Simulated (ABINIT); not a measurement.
InP: single point with PBEsol

**Experimental background.**

A printed reference work, data compilation reports, for a bulk crystal of InP at 1.6 K: band gap 1.4236 eV (direct).

InP:

```
In P
1.0
     0.00000    2.93050    2.93050
     2.93050    0.00000    2.93050
     2.93050    2.93050    0.00000
In P
1 1
Direct
  0.00000 0.00000 0.00000
  0.75000 0.75000 0.75000
```

```yaml
Program: ABINIT 10.8.3 (patched build)
Task: single point
Functional: PBEsol
Potentials_or_basis: PseudoDojo NC SR PBEsol v0.4.1 standard
Cutoff: 844 eV
k_mesh: 6 × 6 × 6
Occupations: fermi-dirac, width 0.05 eV
Spin: no spin polarisation
```

| Quantity | Value |
| --- | --- |
| Pressure | 0.1 GPa |
| Band gap on the k mesh | 0.61 eV, direct |
| Valence electrons inside the program's atomic spheres | In 9.92; P 2.77 |

Levels at points of the mesh, in eV from the valence-band top:
```tsv
k point	band 6	band 7	band 8	band 9	band 10	band 11	band 12	band 13
(0.00, 0.00, 0.00)	-11.55	0.00	0.00	0.00	0.61	4.01	4.01	4.01
(0.50, 0.00, 0.00)	-9.80	-5.80	-0.98	-0.98	1.40	4.73	4.73	6.97
(0.50, 0.50, 0.00)	-9.14	-5.82	-2.35	-2.35	1.63	2.16	9.11	9.51
```

It took 23 s on 1 thread of Intel(R) Xeon(R) Processor @ 2.70GHz (shared host), peak memory 0.08 GiB.

A measured gap of InP is 1.4236 eV (direct; 1.6 K; a printed reference work, data compilation); the calculated 0.61 eV misses it by -0.81 eV. Spin-orbit coupling on In is left out. The value is that of PBEsol, without temperature or zero-point motion. Semilocal functionals fall short of measured gaps as a rule.

Caveat: spin-orbit coupling is left out, which moves the levels of the heavy elements.
